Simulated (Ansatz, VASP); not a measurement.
One calculation of Mo, two programs

```
Mo
1.0
    -1.55618    1.55618    1.55618
     1.55618   -1.55618    1.55618
     1.55618    1.55618   -1.55618
Mo
1
Direct
  0.00000 0.00000 0.00000
```

Alike in both runs: functional LDA; k mesh 8 × 8 × 8; occupations gaussian, width 0.1 eV; no spin polarisation.

Ansatz relaxed the structure, and its values are those at the end. VASP's run is a single point on that final structure, the one shown.

```csv
,VASP,Ansatz
version,VASP 6.6.1,Ansatz 0.2.0
potentials or method,"VASP PAW LDA potentials, release 64 (Mo_sv)","scalar-relativistic, plane waves, PAW"
plane-wave cutoff (eV),520,420
valence electrons in the cell,14,14
```

```csv
,VASP,Ansatz,Ansatz less VASP
gap on the k mesh at the Fermi level (eV),none,none,-
pressure (GPa),1.3,0.2,-1.11
```

A gap of «none» marks a metal or a gap that the smearing closes. Ansatz warned: «pseudo_functional_mismatch».
